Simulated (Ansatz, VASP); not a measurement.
# GaAs in VASP and in Ansatz

```
Ga As
1.0
     0.00000    2.84367    2.84367
     2.84367    0.00000    2.84367
     2.84367    2.84367    0.00000
Ga As
1 1
Direct
  0.00000 0.00000 0.00000
  0.25000 0.25000 0.25000
```

Alike in both runs: task single point; functional PBE; k mesh 12 × 12 × 12; occupations gaussian, width 0.02 eV; no spin polarisation.

|  | VASP | Ansatz |
| --- | --- | --- |
| version | VASP 6.6.1 | Ansatz 0.2.0 |
| potentials or method | VASP PAW PBE potentials, release 64 (Ga_d, As) | scalar-relativistic, plane waves, PAW |
| plane-wave cutoff (eV) | 520 | 420 |
| valence electrons in the cell | 18 | 28 |

Ansatz gave:

```
gap on the k mesh at the Fermi level (eV) : 0.38
least direct gap on the mesh (eV)         : 0.38
pressure (GPa)                            : 2.0
```

Problem. Estimate VASP's values.

Solution. gap on the k mesh at the Fermi level (eV): 0.39; least direct gap on the mesh (eV): 0.39; pressure (GPa): 2.2.

The two sets of potentials don't hold the same shells in valence.
